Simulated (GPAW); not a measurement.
# InSe (R3m) in GPAW: single point with PBEsol

Aim: the single point of InSe with PBEsol.

Everything below comes from runs of GPAW 26.7.0. Logs are shortened: lines on timing, memory, paths and dates and some standing lists are left out, and cuts for length are marked. The log counts tension as positive stress, the text compression.

## Step 1: Starting point

Symmetry: R3m, No. 160, trigonal system. Conventional cell: a = 4.000 Å, b = 4.000 Å, c = 25.320 Å, α = 90.00°, β = 90.00°, γ = 120.00°. In (site symmetry 3m) has 3 Se at 2.63 Å and 1 In at 2.82 Å as nearest neighbours. In (site symmetry 3m) is surrounded by 3 Se at 2.64 Å and 1 In at 2.82 Å. Se (site symmetry 3m) is surrounded by 3 In at 2.63 Å. Around Se (site symmetry 3m) lie 3 In at 2.64 Å.

## Step 2: Single point, PBEsol

Input file run.py:

```python
import spglib
from ase import Atoms
from ase.dft.bandgap import bandgap
from ase.io import read, write
from ase.units import GPa
from gpaw import GPAW, PW, setup_paths

setup_paths.insert(0, '.')

atoms = read('InSe.cif')
cell, positions, numbers = spglib.find_primitive(
    (atoms.cell[:], atoms.get_scaled_positions(), atoms.numbers), symprec=1e-4)
atoms = Atoms(numbers, cell=cell, scaled_positions=positions, pbc=True)

calc = GPAW(mode=PW(500),
            xc='PBEsol',
            kpts={'size': (6, 6, 6), 'gamma': True},
            occupations={'name': 'fermi-dirac', 'width': 0.01},
            nbands=32,
            convergence={'density': 1e-05, 'energy': 1e-05},
            maxiter=150,
            txt='gpaw.txt')
atoms.calc = calc
energy = atoms.get_potential_energy()
forces = atoms.get_forces()
stress = atoms.get_stress()
calc.write('gs.gpw')
write('result.traj', atoms)
print(f'Energy: {energy:.6f} eV')
print('Forces (eV/A):')
print(forces.round(4))
print('Stress (GPa):', (stress / GPa).round(3))
print('Fermi level:', round(calc.get_fermi_level(), 4), 'eV')
print(f'Gap: {bandgap(calc)[0]:.4f} eV, direct: {bandgap(calc, direct=True)[0]:.4f} eV')
```

Input file InSe.cif:

```cif
data_InSe
_cell_length_a 4.00000000
_cell_length_b 4.00000000
_cell_length_c 25.32000000
_cell_angle_alpha 90.00000000
_cell_angle_beta 90.00000000
_cell_angle_gamma 120.00000000
_space_group_name_H-M_alt 'R3m'
_space_group_name_Hall 'R 3 -2"'
_space_group_IT_number 160
loop_
_space_group_symop_operation_xyz
'x,y,z'
'-y,x-y,z'
'-x+y,-x,z'
'-y,-x,z'
'-x+y,y,z'
'x,x-y,z'
'x+2/3,y+1/3,z+1/3'
'-y+2/3,x-y+1/3,z+1/3'
'-x+y+2/3,-x+1/3,z+1/3'
'-y+2/3,-x+1/3,z+1/3'
'-x+y+2/3,y+1/3,z+1/3'
'x+2/3,x-y+1/3,z+1/3'
'x+1/3,y+2/3,z+2/3'
'-y+1/3,x-y+2/3,z+2/3'
'-x+y+1/3,-x+2/3,z+2/3'
'-y+1/3,-x+2/3,z+2/3'
'-x+y+1/3,y+2/3,z+2/3'
'x+1/3,x-y+2/3,z+2/3'
loop_
_atom_site_label
_atom_site_type_symbol
_atom_site_symmetry_multiplicity
_atom_site_Wyckoff_symbol
_atom_site_fract_x
_atom_site_fract_y
_atom_site_fract_z
_atom_site_occupancy
In1 In 3 a 0.0000000000 0.0000000000 0.1114000000 1
In2 In 3 a 0.0000000000 0.0000000000 0.0000000000 1
Se1 Se 3 a 0.6666666667 0.3333333333 0.1614333333 1
Se2 Se 3 a 0.3333333333 0.6666666667 0.2831666667 1
```

Potentials or basis: PAW data sets generated in the run's folder for this functional, pw.

The run is started by

```console
$ gpaw-setup -f PBEsol In Se
$ OMP_NUM_THREADS=1 python run.py
```

gpaw.txt:

```text
__  _  _
 | _ |_)|_||  |
 |__||  | ||/\| - 26.7.0

Input parameters:
  mode=PW(ecut=500.0),
  convergence={'density': 1e-05, 'energy': 1e-05},
  kpts=MonkhorstPack(size=(6, 6, 6), gamma=True),
  maxiter=150,
  nbands=32,
  occupations=Occupations(name='fermi-dirac', width=0.01),
  xc=XC(name='PBEsol')

Diagonalizing LCAO Hamiltonian
Converting LCAO to pw mode

       Se

       Se

       In

       In

Atoms  # Å, Bohr magnetons
|   | symbol |         x |         y |         z |    initial magnetic moments |
|---|--------|-----------|-----------|-----------|-----------------------------|
| 0 |     In | -0.000000 | -0.000000 |  2.820648 | ( 0.0000,  0.0000,  0.0000) |
| 1 |     In | -0.000000 | -0.000000 |  0.000000 | ( 0.0000,  0.0000,  0.0000) |
| 2 |     Se | -0.000000 |  0.000000 | 20.967492 | ( 0.0000,  0.0000,  0.0000) |
| 3 |     Se |  0.000000 | -0.000000 | 15.609780 | ( 0.0000,  0.0000,  0.0000) |

Unit cell  # Å
| periodic |         x |         y |        z |  lengths |    angles |
|----------|-----------|-----------|----------|----------|-----------|
|      yes |  2.000000 |  1.154701 | 8.440000 | 8.750253 | 26.425182 |
|      yes | -2.000000 |  1.154701 | 8.440000 | 8.750253 | 26.425182 |
|      yes |  0.000000 | -2.309401 | 8.440000 | 8.750253 | 26.425182 |

Number of symmetries: 6
Symmetry operations  # r_c * U_cc + t_c -> r_c
|   | kind |            matrix            |
|---|------|------------------------------|
| 0 |  E   |  1, 0, 0,  0, 1, 0,  0, 0, 1 |
| 1 |  σ   |  1, 0, 0,  0, 0, 1,  0, 1, 0 |
| 2 |  σ   |  0, 1, 0,  1, 0, 0,  0, 0, 1 |
| 3 |  C3  |  0, 1, 0,  0, 0, 1,  1, 0, 0 |
| 4 |  C3  |  0, 0, 1,  1, 0, 0,  0, 1, 0 |
| 5 |  σ   |  0, 0, 1,  0, 1, 0,  1, 0, 0 |

BZ-sampling:
  Number of BZ points: 216
  Number of IBZ points: 32

  Monkhorst-Pack size: [6, 6, 6]
  Monkhorst-Pack shift: [0.08333333333333333, 0.08333333333333333, 0.08333333333333333]

K-points  # in reciprocal-cell coordinates
|     |                                coordinates |     weight |
|-----|--------------------------------------------|------------|
|   0 | (  0.00000000,   0.00000000,   0.00000000) | 0.00462963 |
|   1 | (  0.16666667,   0.00000000,  -0.16666667) | 0.02777778 |
|   2 | (  0.16666667,   0.00000000,   0.00000000) | 0.02777778 |
|   3 | (  0.16666667,   0.16666667,  -0.16666667) | 0.02777778 |
|   4 | (  0.16666667,   0.16666667,   0.00000000) | 0.02777778 |
|   5 | (  0.16666667,   0.16666667,   0.16666667) | 0.00925926 |
|   6 | (  0.33333333,  -0.16666667,  -0.16666667) | 0.02777778 |
|   7 | (  0.33333333,   0.00000000,  -0.33333333) | 0.02777778 |
|   8 | (  0.33333333,   0.00000000,  -0.16666667) | 0.05555556 |
|   9 | (  0.33333333,   0.00000000,   0.00000000) | 0.02777778 |
| ... |                                            |            |
|  31 | (  0.50000000,   0.50000000,   0.50000000) | 0.00462963 |

Plane wave coefficients: 3012
Cutoff: 500.0 eV

Spin-components: 1 (collinear spins)
Bands:           32
Projectors:      22
Spin-degeneracy: 2
Datatype:        complex128

Density:
  Valence electrons: 38.0
  Components: 1
  Grid points: [48 48 48]
  Charge: 0.0  # |e|

Potential:
  Grid points: [48 48 48]

species:
  In:
    name:    Indium
    Z:       49.0
    valence: 13
    core:    36
    charge:  0.0  # [|e|]
    compensation charges:
      type: gauss
      rc: 0.36  # [Å]
      lmax: 2
    cutoffs:
      filter: 2.09  # [Å]
      core: 2.48  # [Å]
    projectors
    | kind |    occ | energy [eV] | rcut [Å] |
    |------|--------|-------------|----------|
    |   5s |  2.000 |      -8.248 |    1.185 |
    |   5p |  1.000 |      -2.521 |    1.244 |
    |   4d | 10.000 |     -18.596 |    1.148 |
    |    s |        |      18.964 |    1.185 |
    |    p |        |      24.691 |    1.244 |
    |    d |        |       8.615 |    1.148 |

    Using partial waves for In as LCAO basis

  Se:
    name:    Selenium
    Z:       34.0
    valence: 6
    core:    28
    charge:  0.0  # [|e|]
    compensation charges:
      type: gauss
      rc: 0.27  # [Å]
      lmax: 2
    cutoffs:
      filter: 1.77  # [Å]
      core: 2.67  # [Å]
    projectors
    | kind |    occ | energy [eV] | rcut [Å] |
    |------|--------|-------------|----------|
    |   4s |  2.000 |     -17.281 |    0.847 |
    |   4p |  4.000 |      -6.511 |    1.005 |
    |    s |        |       9.930 |    0.847 |
    |    p |        |      20.700 |    1.005 |
    |    d |        |       0.000 |    0.847 |

    Using partial waves for Se as LCAO basis

Reference energy: -451921.881656  # eV

eigensolver:
  PPCG
  Converge bands: occupied
  niter=2

density mixing:
  MSR1-Mixer
  Pratt-step length: 0.05
  Maximum mixing coefficient: 0.75
  Old densities: 10
  SVD Regularization: 0.005
  Good broyden scale: 1.0
  Trust region scale: 1.0
  Backstep threshold: 4.0
  History deletion threshold: 6.0
  Fourier metric: weight=20.0, sigma=0.015

occupation numbers:
  Fermi-Dirac:
    width: 0.0100  # eV

poisson solver:
  ecut: 4000.0  # eV

xc functional:
  name: PBEsol with 2 nearest neighbor stencil

convergence criteria:
- Maximum integral of absolute [dens]ity change: 1e-05 electrons / valence electron
- Maximum [total energy] change in last 3 cyles: 1e-05 eV / valence electron
- Maximum integral of absolute [eigenst]ate change: 4e-08 eV^2 / valence electron
maximum number of iterations: 150

SCF iterations
|iter     | |      energy | eigst |  dens |
|---------|-|-------------|-------|-------|
|iter:   1| |  -16.352852 | -0.38 |       |
|iter:   2| |  -16.271399 | -2.24 | -1.26 |
|iter:   3| |  -16.037034 | -2.00 | -1.30 |
|iter:   4| |  -16.001052 | -2.93 | -1.69 |
|iter:   5| |  -15.999584 | -3.78 | -2.22 |
|iter:   6| |  -15.998895 | -4.43 | -2.56 |
|iter:   7| |  -15.998915 | -5.49 | -3.28 |
|iter:   8| |  -15.998917c| -6.77 | -3.90 |
|iter:   9| |  -15.998917c| -7.82c| -4.54 |
|iter:  10| |  -15.998917c| -7.97c| -4.85 |
|iter:  11| |  -15.998917c| -8.40c| -5.44c|

Converged in 11 steps
Energy contributions relative to reference atoms: (reference = -451921.881656)

Energy contributions:
  Kinetic:          40.113027
  Coulomb:         -38.093646
  Zero:              0.266229
  External:          0.000000
  Xc:              -18.284528
  Entropy:          -0.000000
  Spinorbit:         0.000000
  ----------------------------
  Free energy:     -15.998917
  Extrapolated:    -15.998917

dipole moment: (0.000000, -0.000000, -102.461726)  # |e|*Ang

Fermi level: 4.729
Eigenvalues  # (at kpt = [0.000, 0.000, 0.000])
| band index |      eig [eV] | occ [0-2] |
|------------|---------------|-----------|
|          0 |       -10.073 |     2.000 |
|        ... |               |           |
|         11 |        -8.596 |     2.000 |
|         12 |        -1.759 |     2.000 |
|         13 |         1.104 |     2.000 |
|         14 |         3.015 |     2.000 |
|         15 |         3.253 |     2.000 |
|         16 |         3.253 |     2.000 |
[... 8 lines left out ...]
|         25 |         9.980 |     0.000 |
|         26 |        12.001 |     0.000 |
|        ... |               |           |
|         31 |        14.362 |     0.000 |

Gap: 0.336 eV
Transition (v -> c):
  (s=0, k=31, n=18, [0.50, 0.50, 0.50]) -> (s=0, k=31, n=19, [0.50, 0.50, 0.50])
No difference between direct/indirect transitions

Forces  # eV/Ang
|        x |        y |        z |
|----------|----------|----------|
|  0.00000 | -0.00000 | -0.31309 |  # In   0
| -0.00000 |  0.00000 |  0.29509 |  # In   1
|  0.00000 |  0.00000 |  0.06730 |  # Se   2
|  0.00000 |  0.00000 | -0.04925 |  # Se   3

Stress tensor  # eV/Ang^3
|         x |         y |        z |
|-----------|-----------|----------|
|  0.000571 | -0.000000 | 0.000000 |
| -0.000000 |  0.000571 | 0.000000 |
|  0.000000 |  0.000000 | 0.007118 |

# Writing to gs.gpw (mode='')
```

Wall time 4.3 min (1 thread of Arm Neoverse V1, shared host); peak memory 0.38 GiB.

Results:

* Free energy: -15.9989 eV
* Pressure: -0.4 GPa
* Largest force: 0.313 eV/Å
* Band gap on the k mesh: 0.34 eV, direct

Forces in eV/Å, atoms in the order of the input:
```
In   0.000  0.000 -0.313
In   0.000  0.000  0.295
Se   0.000  0.000  0.067
Se   0.000  0.000 -0.049
```

Stress tensor (GPa, compression positive):
```
-0.09  0.00  0.00
 0.00 -0.09  0.00
 0.00  0.00 -1.14
```

Levels at points of the mesh, in eV from the valence-band top:
```tsv
k point	band 15	band 16	band 17	band 18	band 19	band 20	band 21	band 22	band 23	band 24
(0.00, 0.00, 0.00)	-1.55	-1.31	-1.31	-1.22	-1.22	1.62	1.99	4.34	4.34	5.11
(0.50, 0.00, 0.00)	-3.49	-2.40	-2.36	-2.26	-1.69	1.14	1.91	3.55	3.90	4.78
(0.50, 0.50, 0.00)	-3.25	-2.68	-2.52	-2.07	-1.52	1.12	1.91	3.21	3.53	4.36
(0.50, 0.50, 0.50)	-1.38	-1.38	-1.14	-1.14	0.00	0.34	2.05	4.26	4.26	5.54
```

Caveat: the cutoff is short for stress and forces, so pressures can be off by a GPa or more; spin-orbit coupling is left out, which moves the levels of the heavy elements; the program warned that so skewed a cell can give wrong results. PBEsol gaps usually lie below the measured ones, often by a third to a half.
